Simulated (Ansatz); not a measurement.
**Screening in BN (P6_3/mmc)**

How strongly does BN (P6_3/mmc) screen? Routes: perturbation theory, a sum over states and the RPA step of G0W0.

Main program and level: Ansatz 0.2.0; linear response on PBE, plane waves, PAW.

Report form: the programs' logs are mostly left out.

The database entry behind the starting cell differs from later determinations by our own check (about 0.3 % short, minor phase), so it need not match the best structure at ambient conditions.

### Step 1. Set-up

It takes space group P6_3/mmc (No. 194, hexagonal). Conventional cell: a = 2.498 Å, b = 2.498 Å, c = 6.636 Å, α = 90.00°, β = 90.00°, γ = 120.00°. Nearest to B lie 3 N at 1.44 Å. Nearest to N lie 3 B at 1.44 Å. Farther neighbours and most contacts between anions are not listed.

Coordinates:

```cif
data_structure
_symmetry_space_group_name_H-M 'P 1'
_symmetry_Int_Tables_number 1
_cell_length_a 2.4982
_cell_length_b 2.4982
_cell_length_c 6.6357
_cell_angle_alpha 90.000
_cell_angle_beta 90.000
_cell_angle_gamma 120.000
_cell_volume 35.87
loop_
_atom_site_label
_atom_site_type_symbol
_atom_site_fract_x
_atom_site_fract_y
_atom_site_fract_z
_atom_site_occupancy
B1 B 0.33333 0.66667 0.25000 1
B2 B 0.66667 0.33333 0.75000 1
N3 N 0.33333 0.66667 0.75000 1
N4 N 0.66667 0.33333 0.25000 1
```

The cell and positions come from the Crystallography Open Database and are kept as given unless a step says otherwise. The default PAW set here is soft_2. Its files were made with PBE.

### Step 2. Response to a homogeneous field

ε∞ sets how strongly the crystal screens. Perturbation theory gives it with local fields and without a sum over empty bands.

This step: dielectric response by perturbation theory, PBE, plane waves, PAW.

Input file input.yaml:

```yaml
crystal:
  lattice:
    - [2.49824, 0.0, 0.0]
    - [-1.24912, 2.1635393048, 0.0]
    - [0.0, 0.0, 6.6357]
  atoms:
    - { symbol: B, position: [0.3333333333, 0.6666666667, 0.25] }
    - { symbol: B, position: [0.6666666667, 0.3333333333, 0.75] }
    - { symbol: "N", position: [0.3333333333, 0.6666666667, 0.75] }
    - { symbol: "N", position: [0.6666666667, 0.3333333333, 0.25] }
kpoints:
  mp_grid: { grid: [9, 9, 4] }
hamiltonian:
  xc: pbe
scf:
  occupations: { method: fixed }
dielectric: {}
```

On the command line:

```console
$ ansatz run input.yaml --threads 2 --pin off --max-ram 92160MiB --backend cuda --events-out ev --progress --plain --runs-dir out --devices 1 --max-vram 13GiB  # rebuilt from the run's record
```

It took 18 s on 1 × NVIDIA H100 80GB HBM3 (shared by 6 runs) with 2 threads of AMD EPYC 7R13 (Zen 3), shared host; peak memory 1.2 GiB.

Numbers from this step:

| Property | Result |
| --- | --- |
| stated error of ε∞ | 0.013 |

One over ε∞ averages 0.26, near the quarter of exact exchange in PBE0.

High-frequency dielectric tensor:

```
4.74 0.00 0.00
0.00 4.74 0.00
0.00 0.00 2.69
```

Born effective charge (e), principal values of the symmetric part by kind of site:

```
atom  atoms with these values    low  middle   high   mean
  B1                        2   0.74    2.71   2.71   2.06
  N3                        2  -2.71   -2.71  -0.74  -2.06
```

In full for N3:

```
-2.71  0.00  0.00
 0.00 -2.71  0.00
 0.00  0.00 -0.74
```

### Step 3. Independent-particle spectrum

The independent-particle spectrum shows where the oscillator strength lies, before excitons and local fields.

This step: independent-particle optics on PBE, plane waves, PAW.

Edit input.yaml of step 2 so:

```diff
@@ -11,3 +11,3 @@
 kpoints:
-  mp_grid: { grid: [9, 9, 4] }
+  mp_grid: { grid: [12, 12, 4] }
 hamiltonian:
@@ -16,2 +16,4 @@
   occupations: { method: fixed }
-dielectric: {}
+  n_extra_bands: 24
+output:
+  optics: { e_range: [0, 25], de: 0.1, sigma: 0.2 }
```

It took 23 s on 1 × NVIDIA H100 80GB HBM3 (shared by 6 runs) with 2 threads; peak memory 1.1 GiB.

Numbers from this step:

| Quantity | Value |
| --- | --- |
| ε∞ without local fields (xx, yy, zz) | 4.838, 4.838, 3.018 |
| electrons in the f-sum (xx, yy, zz) | 13.34, 13.34, 12.26 |
| bands in the explicit sum (the static value is completed to all bands) | 32 |

The sum gives ε∞ = 4.84 and 3.02 without local fields.

Independent particles, no local fields, Gaussian width 0.2 eV. Table of ε₂ by photon energy; read off at these points:

```
photon energy (eV)  xx=yy     zz
              4.00      0      0
              4.50  0.685  0.171
              5.00   6.84   1.33
              5.50   11.0   1.08
              5.70   13.6  0.970
              6.00   10.4  0.821
              6.50   4.82  0.611
              7.00   2.94  0.456
              7.50   2.00  0.366
              8.00   1.43  0.328
              8.50   1.07  0.323
              9.00  0.840  0.372
              9.50  0.687   2.64
             10.00  0.590   7.79
             10.50  0.539   5.52
             11.00  0.701   4.14
             11.50  0.713   3.67
             12.00  0.660   2.42
             12.50  0.796   1.51
             13.00   3.68   3.22
             13.50   7.90   5.84
             13.60   7.95   5.94
             14.00   8.95   3.95
             14.10   9.31   3.53
             14.50   7.05   2.90
             15.00   5.19   1.04
             15.50   4.14  0.879
             16.00   3.40  0.728
             16.50   3.01  0.614
             17.00   2.85  0.576
             17.50   2.41  0.619
             18.00   2.21   1.27
             18.50   1.89   1.43
             19.00   1.65   1.15
             19.50   1.47   1.17
             20.00   1.33   1.19
             20.50   1.20  0.977
             21.00   1.08  0.874
             21.50   1.01  0.642
             22.00  0.799  0.464
             22.50  0.698  0.468
             23.00  0.697  0.597
             23.50  0.622   1.05
             24.00  0.545  0.745
             24.50  0.484  0.577
             25.00  0.455  0.682
```

The loss function has structure finer than the step of the table below, so its rows give means over 1 eV, whole bins alone (the curve runs from 0 to 25 eV). Peaks (eV: height): xx=yy 8.0: 0.635; zz 12.2: 0.470, 16.3: 1.50, 21.5: 1.28, 24.0: 0.918.

Independent particles, no local fields, Gaussian width 0.2 eV. Loss function against photon energy; means over each step:

```
photon energy (eV)   xx=yy      zz
                 3       0       0
                 4  5.1e-4  8.0e-4
                 5  0.0400  0.0747
                 6   0.102  0.0841
                 7   0.322  0.0441
                 8   0.589  0.0220
                 9   0.331  0.0158
                10   0.118  0.0988
                11  0.0660   0.224
                12  0.0381   0.367
                13  0.0459   0.166
                14   0.106   0.216
                15   0.180   0.488
                16   0.261    1.29
                17   0.315   0.939
                18   0.376   0.441
                19   0.465   0.697
                20   0.578   0.780
                21   0.706    1.05
                22   0.873   0.971
                23    1.20   0.515
                24    1.58   0.806
```

### Step 4. RPA screening from the G0W0 run

G0W0 replaces the xc potential by the self-energy, built once from these orbitals. Only a window of levels is corrected, while the sums run over the empty bands that the input names.

This step: G0W0 on PBE, plane waves, PAW.

input.yaml, the sections that differ from step 3:

```yaml
kpoints:
  mp_grid: { grid: [9, 9, 2] }
scf:
  occupations: { method: fixed }
gw:
  n_empty_bands: 230
  ecut_chi: 200.0
  qp_bands: [v2, c2]
  qp_kpoints: band_edges
  screening: { model: contour_deformation }
# crystal, hamiltonian: as in step 3
# output: removed
```

It took 17 s on 1 × NVIDIA H100 80GB HBM3 (shared by 6 runs) with 2 threads; peak memory 1.3 GiB.

Numbers from this step:

| Property | Result |
| --- | --- |
| bands summed | 238 |
| RPA ε∞ on this mesh (eigenvalues) | 2.531, 4.531, 4.531 |
| plane waves in the screening matrix | 225 |
| G0W0 gap on the mesh | 6.066 eV |
| k of the valence top | 0.3333, 0.3333, -0.5 |
| k of the conduction bottom | 0.1111, 0.4444, 0 |
| starting gap on the mesh | 4.413 eV |
| least direct G0W0 gap on the computed points | 6.398 eV |

The gap on the mesh goes from 4.41 eV to 6.07 eV, a correction of +1.65 eV. Between the two edge states, bare exchange in place of the xc potential would open the gap by 8.50 eV, and correlation takes back 6.85 eV.

Mean over the mesh in bins of 0.25 1/Å. The static inverse dielectric function, diagonal by length of q+G:

```
length of q+G (Å⁻¹)  static inverse dielectric function, diagonal
               0.32                                         0.245
               0.56                                         0.341
               0.77                                         0.345
               1.03                                         0.419
               1.26                                         0.460
               1.51                                         0.524
               1.76                                         0.577
               2.01                                         0.632
               2.25                                         0.678
               2.51                                         0.724
               2.76                                         0.757
               3.00                                          0.79
               3.25                                         0.817
               3.49                                         0.840
               3.74                                         0.861
               3.99                                         0.879
               4.26                                         0.895
               4.51                                         0.909
               4.76                                         0.921
               5.00                                         0.932
               5.25                                         0.941
               5.50                                         0.950
               5.75                                         0.958
               6.00                                         0.965
               6.25                                         0.971
               6.51                                         0.976
               6.76                                         0.980
               7.00                                         0.984
               7.18                                         0.986
```

### Step 5. The values together

Times are wall times on 1 × NVIDIA H100 80GB HBM3 (shared by 6 runs) with 2 threads of AMD EPYC 7R13 (Zen 3), shared host, good to a factor of about two.

```
                                          method                            mesh  ε∞, low  middle  high  mean  time
perturbation theory (local fields and xc kernel)  9×9×4 (response on 400 points)     2.69    4.74  4.74  4.06  18 s
               sum over states (no local fields)                         12×12×4     3.02    4.84  4.84  4.23  23 s
           RPA with local fields, on the GW mesh                           9×9×2     2.53    4.53  4.53  3.86  17 s
```

### Step 6. Summary of results

- perturbation theory (local fields and xc kernel): 2.69, 4.74, 4.74
- sum over states (no local fields): 3.02, 4.84, 4.84
- RPA with local fields, on the GW mesh: 2.53, 4.53, 4.53

Mean Born effective charge: B1 2.06, N3 -2.06 e. The most distinct maxima of the ε₂ (xx=yy) lie at 5.7 and 14.1 eV, the highest at 5.7 eV. The loss function (xx=yy) has a distinct peak at 8 eV. The sum without local fields gives 4.23 in the mean against 4.06 by perturbation theory; local fields lower ε∞ and the xc kernel gives part of it back, though the sum also carries the error of its own mesh. The RPA values on the 9×9×2 mesh average 0.95 times those of perturbation theory (means 3.86 and 4.06, which can hide unlike anisotropies). Without the xc kernel RPA should lie a little lower, as the mean does. PBE usually puts the gap too low, which tends to raise ε∞. Ions are clamped, so the lattice part of the static constant is not in these numbers.

[Paths, hosts, dates, memory and timing lines, banners, echoed tables and standing remarks are left out of the program output.]

[Logs are printed without paths, hosts, clocks, repeated set-up lines and the standing remarks that a program may print on its own settings, such as how far it seeks lower states.]

[Runs of the session that timed out or met a known fault of the program may be left out.]

[Cells called generated may have been cut or substituted from an entry of the Crystallography Open Database or the Materials Project.]

[Hosts, paths, dates, database ids (printed as entryN), source tags and the programs' standing remarks are cut or masked in the printed files.]
